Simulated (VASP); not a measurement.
# C62N (a cell with a defect) in VASP: settings compared, part 2 of 2

VASP 6.6.1. Earlier steps stand in the parts before.

## (3) Hyperfine couplings, HSE06, collinear spin, ferromagnetic start

The input, POSCAR:

```
C62N                                    
1.0
    7.1431000000      0.0000000000      0.0000000000
    0.0000000000      7.1431000000      0.0000000000
    0.0000000000      0.0000000000      7.1431000000
  N               C             
     1    62
Direct
     0.1376021586044481    0.1376020555259547    0.1376021376966326
     0.0060386473555203    0.2497949510309444    0.2497949411533653
     0.1252790363746114    0.3765345368501890    0.3765345515435046
     0.2497948888962460    0.0060386437477320    0.2497948999779844
     0.3765345532857476    0.1252789910426925    0.3765345475096549
     0.2497949284624389    0.2497949474410664    0.0060386548100343
     0.3765345562374537    0.3765345371292251    0.1252790273155006
     0.9998849134186774    0.9998849415698062    0.4999747410935265
     0.1242808784936850    0.1242808292221089    0.6261372323439675
     0.9983697791476382    0.2474698967015039    0.7519825629217418
     0.1235726302231309    0.3727933023212638    0.8773634042863796
     0.2474698830228435    0.9983697873452252    0.7519825525985008
     0.3727933324062883    0.1235725775098015    0.8773633770423989
     0.2500131814881195    0.2500131490357249    0.5013924767256136
     0.3746629275813720    0.3746628775722129    0.6258347624388031
     0.9998849345989252    0.4999747110561973    0.9998849411573203
     0.1242808855067589    0.6261372425070828    0.1242808682257535
     0.9983697368886517    0.7519825400907223    0.2474698471577959
     0.1235725899773481    0.8773633791716142    0.3727933045248982
     0.2500131663314607    0.5013924556344215    0.2500131554377888
     0.3746628852612442    0.6258347374220642    0.3746628785249134
     0.2474698275382105    0.7519825648021699    0.9983698807627504
     0.3727933183283110    0.8773633760397217    0.1235725731320256
     0.9999781652503845    0.4999017706973464    0.4999017674473095
     0.1239475856321037    0.6235880452852927    0.6235880536287618
     0.0012609831933496    0.7503511287347310    0.7503511200759180
     0.1328096652782650    0.8642752864707521    0.8642752279411847
     0.2495916816586344    0.4989246441750071    0.7509346458593347
     0.3754951420127425    0.6240895302894910    0.8754068117922692
     0.2495916618472436    0.7509346540104492    0.4989246302373829
     0.3754951082279886    0.8754068285739874    0.6240895166445585
     0.4999747479050800    0.9998849350024579    0.9998849185263922
     0.6261372197141013    0.1242808217074469    0.1242808587483792
     0.5013924865615689    0.2500131571757871    0.2500131809641852
     0.6258347521878744    0.3746628736381400    0.3746629156583738
     0.7519825510197500    0.9983697943363593    0.2474698849798616
     0.8773633791576182    0.1235725772205963    0.3727933195920042
     0.7519825655433816    0.2474698979159563    0.9983697730734321
     0.8773633979819750    0.3727933019819122    0.1235726199418386
     0.4999017598671108    0.9999781296978231    0.4999017566310032
     0.6235880682354226    0.1239475968872060    0.6235880699962981
     0.4989246534909338    0.2495916858578058    0.7509346572071138
     0.6240895711592688    0.3754951593889026    0.8754068487455668
     0.7503511270671732    0.0012609899832494    0.7503511174323937
     0.8642752515346070    0.1328097102947715    0.8642752627210776
     0.7509346606985722    0.2495916886817243    0.4989246520248690
     0.8754068421124519    0.3754951550594985    0.6240895692758260
     0.4999017708765097    0.4999017742813720    0.9999781512897644
     0.6235880590131601    0.6235880449620549    0.1239475937809593
     0.4989246228293668    0.7509346551630748    0.2495916608336532
     0.6240895183310594    0.8754068293770061    0.3754951128220771
     0.7509346540600120    0.4989246365689620    0.2495916870525071
     0.8754068065338269    0.6240895317639077    0.3754951409925968
     0.7503511245440299    0.7503511311925335    0.0012609898368538
     0.8642752336915830    0.8642752845696051    0.1328096714453292
     0.5000739651721514    0.5000739781660616    0.5000739668819254
     0.6250492600812746    0.6250492814189513    0.6250492593067037
     0.5000870295039211    0.7501054419208039    0.7501054207927496
     0.6254002961210096    0.8751800790140829    0.8751800061925712
     0.7501054949673341    0.5000870569961542    0.7501054832460456
     0.8751800558280227    0.6254003680184894    0.8751800451092731
     0.7501054378170625    0.7501054434469314    0.5000870261120841
     0.8751800038629427    0.8751800693038699    0.6254002867787168
```

The input, INCAR.step1:

```
ALGO = Normal
EDIFF = 1E-5
ENCUT = 420
GGA = PE
ISIF = 2
ISMEAR = 0
ISPIN = 2
ISYM = 0
LASPH = T
LCHARG = F
LDMATRIX = T
LEFG = T
LORBIT = 11
LREAL = F
LWAVE = T
MAGMOM = 0 0 0 0 0 0 0 0 0 0 0 0 0 0 0 0 0 0 0 0 0 0 0 0 0 0 0.66 0 0 0 0 0 0 0 0 0 0 0 0 0 0 0 0 0 0.66 0 0 0 0 0 0 0 0 0 0.66 0 0 0 0 0 0 0 0
NCORE = 4
NELECT = 254
NELM = 60
NGYROMAG = 3.0777 10.7084
NUPDOWN = 2
PREC = Accurate
QUAD_EFG = 20.44 0
SIGMA = 0.01
```

The input, INCAR.step2:

```
ALGO = Normal
EDIFF = 1E-6
ENCUT = 420
GGA = PE
HFSCREEN = 0.2
ISIF = 2
ISMEAR = 0
ISPIN = 2
ISTART = 1
ISYM = 0
LASPH = T
LCHARG = F
LDMATRIX = T
LEFG = T
LHFCALC = T
LHYPERFINE = T
LORBIT = 11
LREAL = F
LWAVE = F
MAGMOM = 0 0 0 0 0 0 0 0 0 0 0 0 0 0 0 0 0 0 0 0 0 0 0 0 0 0 0.66 0 0 0 0 0 0 0 0 0 0 0 0 0 0 0 0 0 0.66 0 0 0 0 0 0 0 0 0 0.66 0 0 0 0 0 0 0 0
NCORE = 4
NELECT = 254
NELM = 60
NGYROMAG = 3.0777 10.7084
NUPDOWN = 2
PREC = Accurate
PRECFOCK = Fast
QUAD_EFG = 20.44 0
SIGMA = 0.01
```

The input, KPOINTS:

```
k-points
0
Gamma
  1 1 1
```

Potentials or basis: VASP PAW PBE potentials, release 64 (N, C).

Started as:

```sh
$ cat potpaw_PBE.64/N/POTCAR potpaw_PBE.64/C/POTCAR > POTCAR
$ cp INCAR.step1 INCAR
$ mpirun -np 8 vasp_std > vasp.out
$ cp INCAR.step2 INCAR
$ mpirun -np 8 vasp_std > vasp.out
```

OUTCAR:

```text
EDIFF = 1E-6
   ENCUT = 420
   GGA = PE
   HFSCREEN = 0.2
   ISIF = 2
   ISMEAR = 0
   ISPIN = 2
   ISTART = 1
   ISYM = 0
   LASPH = T
   LHFCALC = T
   LORBIT = 11
   LREAL = F
   NELECT = 254
   NELM = 60
   NUPDOWN = 2
   PREC = Accurate
   PRECFOCK = Fast

 ion  position               nearest neighbor table
   1  0.138  0.138  0.138-   4 1.47   6 1.47   2 1.47
   2  0.006  0.250  0.250-   1 1.47   3 1.54  39 1.56  37 1.56
   3  0.125  0.377  0.377-  24 1.53   2 1.54  20 1.55  14 1.55
   4  0.250  0.006  0.250-   1 1.47   5 1.54  19 1.56  23 1.56
   5  0.377  0.125  0.377-  40 1.53   4 1.54  14 1.55  34 1.55
   6  0.250  0.250  0.006-   1 1.47   7 1.54  11 1.56  13 1.56
   7  0.377  0.377  0.125-  48 1.53   6 1.54  20 1.55  34 1.55
[... 42 lines left out ...]
  50  0.499  0.751  0.250-  21 1.54  51 1.55  49 1.56  23 1.56
  51  0.624  0.875  0.375-  40 1.54  50 1.55  62 1.55  36 1.56
  52  0.751  0.499  0.250-  35 1.54  53 1.55  49 1.56  39 1.56
  53  0.875  0.624  0.375-  24 1.54  52 1.55  62 1.55  18 1.56
  54  0.750  0.750  0.001-  55 1.49  61 1.55  59 1.55  49 1.55
[... 1002 lines left out ...]

 Total hyperfine coupling parameters after diagonalization (MHz)
 (convention: |A_zz| > |A_xx| > |A_yy|)
 ----------------------------------------------------------------------
  ion      A_xx      A_yy      A_zz     asymmetry (A_yy - A_xx)/ A_zz
 ----------------------------------------------------------------------
   1      -3.227    -3.227    -3.261      -0.000
   2      -1.128     0.158    -1.415      -0.909
   3       0.165     0.067     1.086      -0.090
   4      -1.129     0.158    -1.415      -0.909
   5       0.165     0.067     1.086      -0.090
   6      -1.129     0.157    -1.416      -0.908
[... 55 lines left out ...]
  62      -3.271    -2.641    -3.428      -0.184
  63       5.766     3.233     5.810      -0.436
 ---------------------------------------------------------------------

 Spin-spin contribution to zero-field splitting tensor (MHz)
 ---------------------------------------------------------------
      D_xx      D_yy      D_zz      D_xy      D_xz      D_yz
 ---------------------------------------------------------------
     -0.001    -0.002     0.002  1115.560  1115.556  1115.555
 ---------------------------------------------------------------

 after diagonalization
 ---------------------------------------------
     D_diag          eigenvector (x,y,z)
 ---------------------------------------------
  -1115.553      -0.406    -0.410     0.816
  -1115.561      -0.708     0.706     0.002
   2231.114      -0.577    -0.577    -0.577
---------------------------------------------

 total charge

# of ion       s       p       d       tot
------------------------------------------
    1        1.215   2.688   0.000   3.903
    2        0.826   1.717   0.000   2.542
    3        0.836   1.765   0.000   2.601
    4        0.826   1.717   0.000   2.542
    5        0.836   1.765   0.000   2.601
    6        0.826   1.717   0.000   2.542
[... 55 lines left out ...]
   62        0.831   1.752   0.000   2.582
   63        0.831   1.750   0.000   2.581
--------------------------------------------------
tot         52.809 111.270   0.000 164.079

 magnetization (x)

# of ion       s       p       d       tot
------------------------------------------
    1       -0.002   0.005   0.000   0.003
    2       -0.000  -0.000   0.000  -0.000
    3        0.000   0.003   0.000   0.004
    4       -0.000  -0.000   0.000  -0.000
    5        0.000   0.003   0.000   0.004
    6       -0.000  -0.000   0.000  -0.000
[... 55 lines left out ...]
   62       -0.001  -0.002   0.000  -0.003
   63        0.001   0.010   0.000   0.011
--------------------------------------------------
tot          0.138   1.163   0.000   1.301
```

OUTCAR.step1:

```text
EDIFF = 1E-5
   ENCUT = 420
   GGA = PE
   ISIF = 2
   ISMEAR = 0
   ISPIN = 2
   ISYM = 0
   LASPH = T
[... 1010 lines left out ...]
   63        0.826   1.758   0.000   2.584
--------------------------------------------------
tot         52.510 111.753   0.000 164.263

 magnetization (x)

# of ion       s       p       d       tot
------------------------------------------
    1       -0.001   0.007   0.000   0.005
    2       -0.000   0.000   0.000  -0.000
    3        0.000   0.004   0.000   0.004
    4       -0.000   0.000   0.000  -0.000
    5        0.000   0.004   0.000   0.004
    6       -0.000   0.000   0.000  -0.000
[... 55 lines left out ...]
   62       -0.001  -0.002   0.000  -0.002
   63        0.001   0.010   0.000   0.011
--------------------------------------------------
tot          0.132   1.156   0.000   1.287
```

OSZICAR.step1:

```text
N       E                     dE             d eps       ncg     rms          rms(c)
DAV:   1     0.791306849028E+03    0.79131E+03   -0.11961E+05   640   0.131E+03
DAV:   2    -0.503323384593E+03   -0.12946E+04   -0.12345E+04   800   0.277E+02
DAV:   3    -0.570101501023E+03   -0.66778E+02   -0.65902E+02   760   0.627E+01
DAV:   4    -0.571655975089E+03   -0.15545E+01   -0.15496E+01   760   0.957E+00
DAV:   5    -0.571700016926E+03   -0.44042E-01   -0.43989E-01   760   0.157E+00    0.322E+01
DAV:   6    -0.555362348495E+03    0.16338E+02   -0.14322E+01   720   0.947E+00    0.191E+01
DAV:   7    -0.550076354705E+03    0.52860E+01   -0.14363E+01   736   0.931E+00    0.552E+00
DAV:   8    -0.550235150368E+03   -0.15880E+00   -0.72005E-01   752   0.246E+00    0.293E+00
DAV:   9    -0.550248801958E+03   -0.13652E-01   -0.11603E-01   768   0.116E+00    0.844E-01
DAV:  10    -0.550251955585E+03   -0.31536E-02   -0.34104E-02   752   0.556E-01    0.298E-01
DAV:  11    -0.550252083775E+03   -0.12819E-03   -0.44575E-03   760   0.194E-01    0.130E-01
DAV:  12    -0.550252266566E+03   -0.18279E-03   -0.93809E-04   752   0.908E-02    0.633E-02
DAV:  13    -0.550252330866E+03   -0.64300E-04   -0.15723E-04   752   0.362E-02    0.313E-02
DAV:  14    -0.550252362945E+03   -0.32078E-04   -0.31478E-05   640   0.168E-02    0.142E-02
DAV:  15    -0.550252372169E+03   -0.92245E-05   -0.86763E-06   496   0.103E-02
   1 F= -.55025237E+03 E0= -.55025237E+03  d E =-.921088E-27  mag=     2.0000
```

It took 3.5 min on 8 MPI ranks of Intel Xeon Platinum 8375C at 2.90GHz (Ice Lake), shared host; peak memory 0.26 GiB.

What came out:

| Item | Value |
| --- | --- |
| Free energy | -643.8745 eV |
| Largest force | 0.221 eV/Å |
| Net moment | 2.00 μB per cell |
| Site moments | N +0.00; C -0.00, +0.00, +0.01, -0.01, +0.02, -0.02, +0.35, +0.03 μB |
| Valence electrons inside the program's atomic spheres | N 3.90; C 2.54, 2.60, 2.59, 2.58, 2.61, 2.57 |

Forces on the atoms (eV/Å):
```
N    0.127  0.127  0.127
C    0.046 -0.010 -0.010
C    0.003 -0.017 -0.017
C   -0.010  0.046 -0.010
C   -0.017  0.003 -0.017
C   -0.010 -0.010  0.046
C   -0.017 -0.017  0.003
C    0.002  0.002 -0.011
C   -0.009 -0.009  0.029
C    0.026  0.090 -0.109
C    0.011 -0.004  0.008
C    0.090  0.026 -0.109
C   -0.004  0.011  0.008
C    0.003  0.003 -0.016
C    0.002  0.003  0.009
C    0.002 -0.011  0.002
C   -0.009  0.029 -0.009
C    0.026 -0.109  0.090
C    0.011  0.008 -0.004
C    0.003 -0.016  0.003
C    0.003  0.009  0.003
C    0.090 -0.109  0.026
C   -0.004  0.008  0.011
C   -0.016 -0.009 -0.009
C   -0.010  0.033  0.033
C   -0.029 -0.113 -0.113
C   -0.048  0.021  0.021
C   -0.003 -0.004 -0.013
C   -0.016  0.032  0.025
C   -0.003 -0.013 -0.004
C   -0.016  0.025  0.032
C   -0.011  0.002  0.002
C    0.029 -0.009 -0.009
C   -0.016  0.003  0.003
C    0.009  0.003  0.002
C   -0.109  0.026  0.090
C    0.008  0.011 -0.004
C   -0.109  0.090  0.026
C    0.008 -0.004  0.011
C   -0.009 -0.016 -0.009
C    0.033 -0.010  0.033
C   -0.004 -0.003 -0.013
C    0.032 -0.016  0.025
C   -0.113 -0.029 -0.113
C    0.021 -0.048  0.021
C   -0.013 -0.003 -0.004
C    0.025 -0.016  0.032
C   -0.009 -0.009 -0.016
C    0.033  0.033 -0.010
C   -0.004 -0.013 -0.003
C    0.032  0.025 -0.016
C   -0.013 -0.004 -0.003
C    0.025  0.032 -0.016
C   -0.113 -0.113 -0.029
C    0.021  0.021 -0.048
C   -0.005 -0.005 -0.005
C    0.010  0.010  0.010
C   -0.002 -0.013 -0.013
C    0.033  0.005  0.005
C   -0.013 -0.002 -0.013
C    0.005  0.033  0.005
C   -0.013 -0.013 -0.002
C    0.005  0.005  0.033
```

Electric field gradients, principal values (V/Å²):
```tsv
atom	Vxx	Vyy	Vzz
1 N	75.266	75.267	-150.533
2 C	-8.653	-9.112	17.764
3 C	0.471	3.108	-3.579
4 C	-8.653	-9.112	17.764
5 C	0.471	3.108	-3.579
6 C	-8.653	-9.112	17.764
7 C	0.471	3.108	-3.579
8 C	0.051	0.611	-0.662
9 C	-1.134	-1.723	2.858
10 C	2.760	7.545	-10.304
11 C	-0.029	-3.402	3.431
12 C	2.760	7.544	-10.304
13 C	-0.029	-3.402	3.431
14 C	0.025	0.998	-1.023
15 C	-0.763	-0.951	1.713
16 C	0.051	0.611	-0.662
17 C	-1.134	-1.723	2.858
18 C	2.760	7.544	-10.304
19 C	-0.029	-3.402	3.431
20 C	0.025	0.998	-1.023
21 C	-0.763	-0.951	1.713
22 C	2.760	7.545	-10.304
23 C	-0.029	-3.402	3.431
24 C	0.325	1.467	-1.792
25 C	-0.099	-3.895	3.994
26 C	3.598	7.338	-10.936
27 C	8.262	10.341	-18.603
28 C	-0.444	-1.230	1.674
29 C	1.371	1.501	-2.872
30 C	-0.444	-1.230	1.674
31 C	1.371	1.501	-2.872
32 C	0.051	0.611	-0.662
33 C	-1.134	-1.723	2.858
34 C	0.025	0.998	-1.023
35 C	-0.763	-0.951	1.713
36 C	2.760	7.545	-10.304
37 C	-0.029	-3.402	3.431
38 C	2.760	7.544	-10.304
39 C	-0.029	-3.402	3.431
40 C	0.325	1.467	-1.792
41 C	-0.099	-3.895	3.994
42 C	-0.444	-1.230	1.674
43 C	1.371	1.501	-2.872
44 C	3.598	7.338	-10.935
45 C	8.262	10.341	-18.603
46 C	-0.444	-1.230	1.674
47 C	1.371	1.501	-2.872
48 C	0.325	1.467	-1.792
49 C	-0.099	-3.895	3.994
50 C	-0.444	-1.230	1.674
51 C	1.371	1.502	-2.872
52 C	-0.444	-1.230	1.674
53 C	1.371	1.501	-2.872
54 C	3.598	7.338	-10.935
55 C	8.262	10.341	-18.603
56 C	0.583	0.583	-1.165
57 C	-0.488	-0.488	0.977
58 C	0.659	0.707	-1.366
59 C	-0.794	-1.398	2.192
60 C	0.659	0.707	-1.366
61 C	-0.794	-1.398	2.192
62 C	0.659	0.707	-1.366
63 C	-0.794	-1.398	2.192
```

Hyperfine coupling, principal values (MHz):
```
atom               values
 1 N     -3.2, -3.2, -3.3
 2 C      -1.1, 0.2, -1.4
 3 C        0.2, 0.1, 1.1
 4 C      -1.1, 0.2, -1.4
 5 C        0.2, 0.1, 1.1
 6 C      -1.1, 0.2, -1.4
 7 C        0.2, 0.1, 1.1
 8 C     -2.9, -1.3, -3.0
 9 C        1.5, 0.5, 2.3
10 C   -11.8, -8.2, -12.0
11 C        2.7, 2.4, 4.4
12 C   -11.8, -8.2, -12.0
13 C        2.7, 2.4, 4.4
14 C     -1.0, -0.8, -1.1
15 C        1.1, 0.9, 1.3
16 C     -2.9, -1.3, -3.0
17 C        1.5, 0.5, 2.3
18 C   -11.8, -8.2, -12.0
19 C        2.7, 2.4, 4.4
20 C     -1.0, -0.8, -1.1
21 C        1.1, 0.9, 1.3
22 C   -11.8, -8.2, -12.0
23 C        2.7, 2.4, 4.4
24 C      -1.6, 0.4, -3.3
25 C     15.9, 15.7, 21.3
26 C  -13.0, -11.0, -13.1
27 C  120.0, 119.3, 204.8
28 C     -1.8, -1.2, -2.1
29 C     15.4, 14.9, 21.5
30 C     -1.8, -1.2, -2.0
31 C     15.4, 14.9, 21.5
32 C     -2.9, -1.3, -3.0
33 C        1.5, 0.5, 2.3
34 C     -1.0, -0.8, -1.1
35 C        1.1, 0.9, 1.3
36 C   -11.8, -8.2, -12.0
37 C        2.7, 2.4, 4.4
38 C   -11.8, -8.2, -12.0
39 C        2.7, 2.4, 4.4
40 C      -1.6, 0.4, -3.3
41 C     15.9, 15.7, 21.3
42 C     -1.8, -1.2, -2.1
43 C     15.4, 14.9, 21.5
44 C  -13.0, -11.0, -13.1
45 C  120.0, 119.3, 204.8
46 C     -1.8, -1.2, -2.0
47 C     15.4, 14.9, 21.5
48 C      -1.6, 0.4, -3.3
49 C     15.9, 15.7, 21.3
50 C     -1.8, -1.2, -2.0
51 C     15.4, 14.9, 21.5
52 C     -1.8, -1.2, -2.0
53 C     15.4, 14.9, 21.5
54 C  -13.0, -11.0, -13.1
55 C  120.0, 119.3, 204.8
56 C     -0.1, -0.1, -0.3
57 C     -1.4, -1.4, -1.6
58 C     -3.3, -2.6, -3.4
59 C        5.8, 3.2, 5.8
60 C     -3.3, -2.6, -3.4
61 C        5.8, 3.2, 5.8
62 C     -3.3, -2.6, -3.4
63 C        5.8, 3.2, 5.8
```

Caveat: the cell carries a net charge on a neutralising background, which shifts energy and pressure; the PAW data sets were made with another functional, which shifts forces and pressure a little; the total moment is fixed, so each spin has its own Fermi level.
